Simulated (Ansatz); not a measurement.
# Searching the electronic states of Ni, part 1 of 2

Aim: see which self-consistent states Ni reaches from different starts at one fixed geometry, and which of them is lowest. The cell (2 atoms) is Ni in its experimental structure (space group Fm-3m, primitive cell doubled). Source: COD entry 9012427; the sample's temperature and pressure aren't taken into account.

The COD entry's cell or inner coordinates are ideal or old and differ from later refinements, so a difference from it is no clean test against experiment.

Program: Ansatz 0.2.0. Level of theory: DFT PBE, PAW, plane waves, scalar-relativistic. These are calculated values, not measurements.

**1. The structure to begin with**

Symmetry: Fm-3m, No. 225, cubic system. Conventional cell: a = 3.517 Å, b = 3.517 Å, c = 3.517 Å, α = 90.00°, β = 90.00°, γ = 90.00°. Around Ni (site symmetry m-3m) lie 12 Ni at 2.49 Å.

Structure file:

```
CELL_PARAMETERS angstrom
-1.75840 -1.75840 -3.51680
1.75840 -1.75840 0.00000
-1.75840 -1.75840 0.00000
ATOMIC_POSITIONS crystal
Ni 0.00000 0.00000 0.00000
Ni 0.50000 0.50000 0.00000
```

Labels such as Ni2 number the atoms in the order of the input file.

The first starts: parallel moments, plain SCF; opposed moments +-, plain SCF; no spin polarisation; spin on, no moments given (the program may seed its own), plain SCF. Further starts follow from what these give.

“Plain SCF” means no search for lower states. Ends within 0.2 meV/atom and 0.1 μB count as one state.

Site moments are integrals over atomic spheres and don't add up to the total.

**2. Parallel moments, plain SCF**

Contents of input.yaml:

```yaml
crystal:
  lattice:
    - [-1.7584, -1.7584, -3.5168]
    - [1.7584, -1.7584, 0.0]
    - [-1.7584, -1.7584, 0.0]
  atoms:
    - { symbol: Ni, position: [0.0, 0.0, 0.0], spin: 2.0 }
    - { symbol: Ni, position: [0.5, 0.5, 0.0], spin: 2.0 }
magnetization:
  spin_polarized: true
hamiltonian:
  xc: pbe
  pseudopotentials: { kind: paw }
basis:
  ecutwfc: 420
kpoints:
  mp_grid: { grid: [8, 11, 13] }
scf:
  occupations: { method: fermi_dirac, width: 0.1 }
  lower_state_search: "off"
output:
  forces: true
  stress: true
```

Log (excerpt; [...] marks lines left out):

```text
Warning: crystal.symmetry: narrowed to the stabiliser of the k-point mesh — unitary ops 32 → 8; excluded 24 operations that carry a point of the 8×11×13 mesh (shift [0, 0, 0]) off the mesh (the run samples exactly the mesh kpoints.mp_grid names, as under crystal.symmetry.detect: false, [...]
Pseudopotentials: kind: paw
Pseudopotential: Ni, paw, valence charge 18, recommended cutoff 420 eV (normal), Ni.paw.azcp
Functional definition: PBE
[...]
Crystal: 2 atoms, lattice volume = 21.748 Å³
Basis set: ecut = 420 eV, 403 PW (Γ), exchange–correlation on 60×36×36 points (8 copies of the dense FFT grid, shifted against one another)
Bands: 24, of which v1, the nominal top of the filled ones, is band 18 counted from 1 (17 counted from 0)
Symmetry: 8 space group operations
k-points: 318 of 1144
[...]
Starting moments: Σ|m| = 4 μB on 2 of 2 sites
[...]
SCF iter   1: F=—  HF=-11678.940850 eV  |F-HF|=—  |Δ(HF+E_count)|=         —  Δρ=1.28e-1 (↑1.17e-1 ↓1.28e-1)  dr2=1.82e-2  dr2_m=2.96e0  M=1.864 μB ∫|m|=2.078 μB  β_m=0.30  ethr=5.07e-5  ⟨swp⟩=1.1  Hψ=75210  notcnv=0
[...]
spin-set hold released at iteration 1 (the charge has settled, or the pull on large starting moments outlasts its swing): the magnetisation degrees of freedom join the quasi-Newton model from the next iteration; the mixer history was flushed
[...]
SCF iter   9: F=-11679.497291 eV  HF=-11679.497291 eV  |F-HF|=3.46e-10  |Δ(HF+E_count)|=   6.61e-8  Δρ=9.67e-6 (↑4.94e-6 ↓9.67e-6)  dr2=1.02e-8  dr2_m=5.13e-9  M=1.242 μB ∫|m|=1.417 μB  ethr=2.78e-10  ⟨swp⟩=3.3  Hψ=56679  notcnv=0
[...]
SCF converged after 9 iterations
Magnetization: 1.2419 μB (18.6210 up, 17.3790 down)
Absolute magnetization: 1.4190 μB (∫|ρ↑−ρ↓|, with the PAW one-centre terms)
Spin contamination: 0.0132 ħ² per cell (⟨S²⟩ above its minimum at these occupations)
Per-site moments (μB) at R_I (Å): [(0.6585793075620555, 1.0257856653317008), (0.6585793075620555, 1.0257856653317008)]
Free energy (F): -11679.497291 eV
[...]
E sigma→0 (E₀):  -11679.444288 eV
Entropy (-TS):   -0.106007 eV (-53.003 meV/atom)
Fermi energy:    18.186247 eV
[...]
--- Forces (eV/Å), atoms counted from 1 ---
  atom   1  Ni     0.00000000    -0.00000000     0.00000000
  atom   2  Ni    -0.00000000    -0.00000000    -0.00000000
[...]
--- Stress (GPa, compression-positive) ---
        0.539323      -0.007165      -0.005821
       -0.007165       0.539323      -0.005821
       -0.005820      -0.005820       0.666118
  P = ⅓ Tr σ = 0.5816 GPa (5.816 kbar)
```

Run time: 11 s. Hardware: 2 threads of an Arm CPU, shared host; peak memory 0.49 GiB.

The state reached is ferromagnetic, site moments Ni1 0.66, Ni2 0.66 μB, total 1.24 μB per cell, no gap on the k-mesh.

**3. Opposed moments +-, plain SCF**

Edit input.yaml of step 2 so:

```diff
@@ -7,3 +7,3 @@
     - { symbol: Ni, position: [0.0, 0.0, 0.0], spin: 2.0 }
-    - { symbol: Ni, position: [0.5, 0.5, 0.0], spin: 2.0 }
+    - { symbol: Ni, position: [0.5, 0.5, 0.0], spin: -2.0 }
 magnetization:
```

Log (excerpt; [...] marks lines left out):

```text
Warning: crystal.symmetry: narrowed to the stabiliser of the k-point mesh — unitary ops 16 → 4; excluded 12 operations that carry a point of the 8×11×13 mesh (shift [0, 0, 0]) off the mesh (the run samples exactly the mesh kpoints.mp_grid names, as under crystal.symmetry.detect: false, [...]
[... 11 lines as in an earlier run ...]
Symmetry: 4 space group operations
[... 5 lines as in an earlier run ...]
Starting moments: Σ|m| = 4 μB on 2 of 2 sites
[... 2 lines as in an earlier run ...]
spin-down is spin-up translated by (0.5, 0.5, 0): one eigenproblem is solved per k-point and the antiferromagnetic symmetry of the starting moments is kept exactly by this SCF (crystal.symmetry.spin_inversion_symmetry: false solves both channels; [...]
SCF iter   1: F=—  HF=-11678.555941 eV  |F-HF|=—  |Δ(HF+E_count)|=         —  Δρ=1.49e-1 (↑1.49e-1 ↓1.49e-1)  dr2=4.94e-2  dr2_m=4.40e0  M=0.000 μB ∫|m|=1.747 μB  β_m=0.30  ethr=1.38e-4  ⟨swp⟩=1.3  Hψ=38002  notcnv=0
[...]
[... 1 line as in an earlier run ...]
[...]
SCF iter  16: F=-11679.424048 eV  HF=-11679.424048 eV  |F-HF|=7.82e-11  |Δ(HF+E_count)|=  2.56e-10  Δρ=5.54e-7 (↑5.54e-7 ↓5.54e-7)  dr2=8.91e-11  dr2_m=1.69e-11  M=0.000 μB ∫|m|=0.000 μB  ethr=1.00e-12  ⟨swp⟩=1.0  Hψ=22228  notcnv=0
WARN: the starting moments were not kept: the SCF closed with an absolute magnetisation of 1.1e-5 μB, where they sum to 4 μB in size (2 sites). That is at most 0.1 of that sum. Measured as dr2_m measures the in/out step, that magnetisation stands 1.7e-10 eV from none, at or under the [...]
SCF converged after 16 iterations
Magnetization: 0.0000 μB (18.0000 up, 18.0000 down)
Absolute magnetization: 0.0000 μB (∫|ρ↑−ρ↓|, with the PAW one-centre terms)
Spin contamination: 0.0000 ħ² per cell (⟨S²⟩ above its minimum at these occupations)
Per-site moments (μB) at R_I (Å): [(-5.2115548857427995e-6, 1.0257856653317008), (5.2115548857427995e-6, 1.0257856653317008)]
Free energy (F): -11679.424048 eV
[...]
E sigma→0 (E₀):  -11679.334676 eV
Entropy (-TS):   -0.178745 eV (-89.372 meV/atom)
Fermi energy:    18.024793 eV
[...]
--- Forces (eV/Å), atoms counted from 1 ---
  atom   1  Ni    -0.00000000     0.00000000     0.00000000
  atom   2  Ni     0.00000000    -0.00000000     0.00000000
[...]
--- Stress (GPa, compression-positive) ---
       -0.252685      -0.054269      -0.006843
       -0.054269      -0.252685      -0.006843
       -0.006843      -0.006843      -0.371585
  P = ⅓ Tr σ = -0.2923 GPa (-2.923 kbar)
```

It took 9.8 s on 2 threads of an Arm CPU, shared host; peak memory 0.46 GiB.

Result: non-magnetic, no gap on the k-mesh. Against step 2, the lowest until now, it is 36.6 meV/atom higher.

**4. No spin polarisation**

Edit input.yaml of step 3 so:

```diff
@@ -6,6 +6,4 @@
   atoms:
-    - { symbol: Ni, position: [0.0, 0.0, 0.0], spin: 2.0 }
-    - { symbol: Ni, position: [0.5, 0.5, 0.0], spin: -2.0 }
-magnetization:
-  spin_polarized: true
+    - { symbol: Ni, position: [0.0, 0.0, 0.0] }
+    - { symbol: Ni, position: [0.5, 0.5, 0.0] }
 hamiltonian:
```

Log (excerpt; [...] marks lines left out):

```text
[... 11 lines as in an earlier run ...]
Bands: 22, of which v1, the nominal top of the filled ones, is band 18 counted from 1 (17 counted from 0)
[... 5 lines as in an earlier run ...]
[...]
[... 2 lines as in an earlier run ...]
SCF iter   1: F=—  HF=-11679.423751 eV  |F-HF|=—  |Δ(HF+E_count)|=         —  Δρ=2.08e-3  dr2=3.96e-4  ethr=1.77e-3  ⟨swp⟩=4.5  Hψ=25289  notcnv=0
[...]
SCF iter   6: F=-11679.424048 eV  HF=-11679.424048 eV  |F-HF|=1.45e-9  |Δ(HF+E_count)|=   1.08e-8  Δρ=6.84e-6  dr2=1.97e-9  ethr=6.96e-11  ⟨swp⟩=3.0  Hψ=25825  notcnv=0
[...]
SCF converged after 6 iterations
Free energy (F): -11679.424048 eV
[...]
E sigma→0 (E₀):  -11679.334676 eV
Entropy (-TS):   -0.178745 eV (-89.372 meV/atom)
Fermi energy:    18.024793 eV
[... 24 lines left out: energy terms, forces, stress ...]
```

Run time: 3.5 s. Hardware: 2 threads of an Arm CPU, shared host; peak memory 0.39 GiB.

This is the state of step 3 again (non-magnetic), after 6 iterations.

**5. Spin on, no moments given (the program may seed its own), plain SCF**

Edit input.yaml of step 4 so:

```diff
@@ -21 +21,3 @@
   stress: true
+magnetization:
+  spin_polarized: true
```

Log (excerpt; [...] marks lines left out):

```text
[... 1 line as in an earlier run ...]
band count auto-derived: 24 (N_el = 36.0; filled up to band 18; 22 by the electrons, moments and atoms)
[... 19 lines as in an earlier run ...]
[...]
SCF iter   1: F=—  HF=-11678.042750 eV  |F-HF|=—  |Δ(HF+E_count)|=         —  Δρ=1.81e-1 (↑1.77e-1 ↓1.81e-1)  dr2=1.82e-2  dr2_m=6.38e0  M=2.543 μB ∫|m|=2.543 μB  ethr=3.20e-4  ⟨swp⟩=1.3  Hψ=37972  notcnv=0
[...]
SCF iter  10: F=-11679.497291 eV  HF=-11679.497291 eV  |F-HF|=1.60e-10  |Δ(HF+E_count)|=   3.65e-8  Δρ=7.46e-6 (↑3.25e-6 ↓7.46e-6)  dr2=2.16e-9  dr2_m=4.07e-9  M=1.242 μB ∫|m|=1.417 μB  ethr=2.78e-10  ⟨swp⟩=3.0  Hψ=55459  notcnv=0
[...]
SCF converged after 10 iterations
Magnetization: 1.2419 μB (18.6210 up, 17.3790 down)
Absolute magnetization: 1.4190 μB (∫|ρ↑−ρ↓|, with the PAW one-centre terms)
Spin contamination: 0.0132 ħ² per cell (⟨S²⟩ above its minimum at these occupations)
Per-site moments (μB) at R_I (Å): [(0.6585884050094468, 1.0257856653317008), (0.6585884050094468, 1.0257856653317008)]
Free energy (F): -11679.497291 eV
[...]
E sigma→0 (E₀):  -11679.444287 eV
Entropy (-TS):   -0.106008 eV (-53.004 meV/atom)
Fermi energy:    18.186195 eV
[... 24 lines left out: energy terms, forces, stress ...]
```

Run time: 11 s. Hardware: 2 threads of an Arm CPU, shared host; peak memory 0.49 GiB.

This is the state of step 2 again (ferromagnetic), after 10 iterations.

**6. Parallel moments scaled by 0.03, plain SCF**

Edit input.yaml of step 5 so:

```diff
@@ -6,4 +6,6 @@
   atoms:
-    - { symbol: Ni, position: [0.0, 0.0, 0.0] }
-    - { symbol: Ni, position: [0.5, 0.5, 0.0] }
+    - { symbol: Ni, position: [0.0, 0.0, 0.0], spin: 0.06 }
+    - { symbol: Ni, position: [0.5, 0.5, 0.0], spin: 0.06 }
+magnetization:
+  spin_polarized: true
 hamiltonian:
@@ -21,3 +23 @@
   stress: true
-magnetization:
-  spin_polarized: true
```

Log (excerpt; [...] marks lines left out):

```text
[... 11 lines as in an earlier run ...]
Bands: 23, of which v1, the nominal top of the filled ones, is band 18 counted from 1 (17 counted from 0)
[... 6 lines as in an earlier run ...]
Starting moments: Σ|m| = 0.12 μB on 2 of 2 sites
[... 3 lines as in an earlier run ...]
SCF iter   1: F=—  HF=-11679.432706 eV  |F-HF|=—  |Δ(HF+E_count)|=         —  Δρ=2.25e-2 (↑2.25e-2 ↓1.46e-2)  dr2=1.15e-1  dr2_m=5.30e-3  M=0.163 μB ∫|m|=0.167 μB  β_m=1.00  ethr=3.20e-4  ⟨swp⟩=1.0  Hψ=72471  notcnv=0
[...]
spin-set hold released at iteration 15 (site moments contracting): the magnetisation degrees of freedom join the quasi-Newton model from the next iteration; the mixer history was flushed
[...]
SCF iter  22: F=-11679.497291 eV  HF=-11679.497291 eV  |F-HF|=3.73e-9  |Δ(HF+E_count)|=   1.86e-8  Δρ=5.00e-6 (↑5.00e-6 ↓4.73e-6)  dr2=1.17e-9  dr2_m=3.84e-9  M=1.242 μB ∫|m|=1.417 μB  ethr=2.78e-10  ⟨swp⟩=3.0  Hψ=56441  notcnv=0
[...]
SCF converged after 22 iterations
Magnetization: 1.2419 μB (18.6209 up, 17.3791 down)
Absolute magnetization: 1.4189 μB (∫|ρ↑−ρ↓|, with the PAW one-centre terms)
Spin contamination: 0.0132 ħ² per cell (⟨S²⟩ above its minimum at these occupations)
Per-site moments (μB) at R_I (Å): [(0.6585535791790335, 1.0257856653317008), (0.6585535791790335, 1.0257856653317008)]
Free energy (F): -11679.497291 eV
[...]
E sigma→0 (E₀):  -11679.444284 eV
Entropy (-TS):   -0.106015 eV (-53.007 meV/atom)
Fermi energy:    18.186155 eV
[... 24 lines left out: energy terms, forces, stress ...]
```

It took 23 s on 2 threads of an Arm CPU, shared host; peak memory 0.47 GiB.

Nothing new: the 22 iterations lead to the state found in step 2 (ferromagnetic).

(Continued in part 2 of 2.)
